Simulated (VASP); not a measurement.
Runs of VASP 6.6.1 on AlN. The structure is hexagonal, space group P6_3mc (No. 186). The conventional cell has a = 3.113 Å, b = 3.113 Å, c = 4.981 Å, α = 90.00°, β = 90.00°, γ = 120.00°. Al (site symmetry 3m) has 4 N at 1.89 Å as nearest neighbours. N (site symmetry 3m) has 4 Al at 1.89 Å as nearest neighbours. 

```tsv
level	potentials or basis	k mesh	grid for exact exchange (PRECFOCK)	screening parameter	further INCAR settings	gap on the mesh (eV)
HSE06	VASP PAW PBE potentials, release 64 (Al, N)	6 × 6 × 4	Fast	0.2 1/A	ALGO = Normal; EDIFF = 1e-08	5.59
PBEsol	VASP PAW PBE potentials, release 64 (Al, N)	9 × 9 × 6	-	-	ALGO = Fast; EDIFF = 1e-08	(a)
LDA	VASP PAW LDA potentials, release 64 (Al, N)	9 × 9 × 6	-	-	ALGO = Fast; EDIFF = 1e-08	4.25
PBE	VASP PAW PBE potentials, release 64 (Al, N)	9 × 9 × 6	-	-	ALGO = Fast; EDIFF = 1e-08	4.22
```

Alike in all rows: task dielectric tensor; no spin polarisation; cell as given; cutoff (eV) 520; smearing gaussian 0.02 eV.

Task: Fill in the values left out.

Result: (a) 4.15.

Caveats: an odd mesh through Γ misses points on the zone boundary, where band edges often lie (some runs).

Not every run made on this cell is shown here.
